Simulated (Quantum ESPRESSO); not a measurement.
## Os: single point with PBE

Os:

```
CELL_PARAMETERS angstrom
2.73410 0.00000 0.00000
-1.36705 2.36780 0.00000
0.00000 0.00000 4.31970
ATOMIC_POSITIONS crystal
Os 0.66667 0.33333 0.75000
Os 0.33333 0.66667 0.25000
```

- Program: Quantum ESPRESSO 7.5
- Task: single point
- Functional: PBE
- Potentials or basis: PseudoDojo 0.4.1 SR PBE standard
- Cutoff: 1007 eV
- Density cutoff: 4027 eV
- k mesh: 12 × 12 × 8
- Occupations: fermi-dirac, width 0.05 eV
- Spin: no spin polarisation
- k mesh of the self-consistent run: 12 × 12 × 8

```json
{"Band gap on the k mesh, mean-field level": "none (metal or under the smearing width)"}
```

Levels at points of the mesh, in eV from the Fermi level:
| k point | band 13 | band 14 | band 15 | band 16 | band 17 | band 18 | band 19 | band 20 |
| --- | --- | --- | --- | --- | --- | --- | --- | --- |
| (0.00, 0.00, 0.00) | -2.85 | -2.26 | -2.26 | -1.61 | -1.61 | -0.04 | 1.65 | 1.65 |
| (0.00, 0.00, -0.50) | -3.30 | -3.30 | -3.30 | -3.30 | 0.86 | 0.86 | 0.86 | 0.86 |
| (0.00, -0.50, 0.00) | -2.96 | -2.62 | -1.92 | 2.01 | 2.57 | 2.70 | 4.39 | 5.67 |
| (0.00, -0.50, -0.50) | -1.26 | -1.26 | -0.23 | -0.23 | 2.35 | 2.35 | 3.26 | 3.26 |

Run time: 2.4 min on 1 thread of Arm Neoverse V1, on a shared host, peak memory 0.13 GiB.

The run has no spin-orbit coupling, so splittings on Os are missing.
